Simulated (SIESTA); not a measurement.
Crystal: NiO.

```
Ni O
1.0
     0.00000    2.08590    2.08590
     2.08590    0.00000    2.08590
     2.08590    2.08590    0.00000
Ni O
1 1
Direct
  0.00000 0.00000 0.00000
  0.50000 0.50000 0.50000
```

Base run:

- Program: SIESTA 5.4.2
- Functional: vdW-DF-cx
- Potentials or basis: PseudoDojo 0.4 standard (PBE files)
- Basis: DZP (energy shift 0.003 Ry; two zetas on semicore shells)
- Grid cutoff: 800 Ry
- Energy shift: 0.003 Ry
- k mesh: 11 × 11 × 11
- Occupations: fermi-dirac, width 0.05 eV
- Spin: collinear spin, ferromagnetic start
- Starting moments: [1.0, 0.0] μB

Its results: band gap on the k mesh none (metal or under the smearing width); pressure -7.7 GPa; net moment 0.64 μB per cell; site moments Ni +0.55; O +0.09 μB.

Question: The run is repeated on the same cell with these changes: functional from vdW-DF-cx to LDA; potentials or basis from PseudoDojo 0.4 standard (PBE files) to PseudoDojo 0.4 standard (LDA files). What comes out?

Answer: Band gap on the k mesh none (metal or under the smearing width); pressure -18.8 GPa; net moment 0.31 μB per cell; site moments Ni +0.27; O +0.04 μB.

Caveats: short orbitals over semicore shells can move pressures by several GPa; the basis of atomic orbitals isn't converged, which shifts pressures, moduli and gaps; semilocal functionals often make such compounds metallic where correlation or magnetic order opens a gap, which also shifts bond lengths; the potentials were made for another functional, which shifts forces and pressure (some runs); a cell with one magnetic atom can't hold antiferromagnetic order, which such compounds often take (some runs); so large a pressure means that the cell lies far from this level's equilibrium, or that cutoff or potentials fall short (some runs).
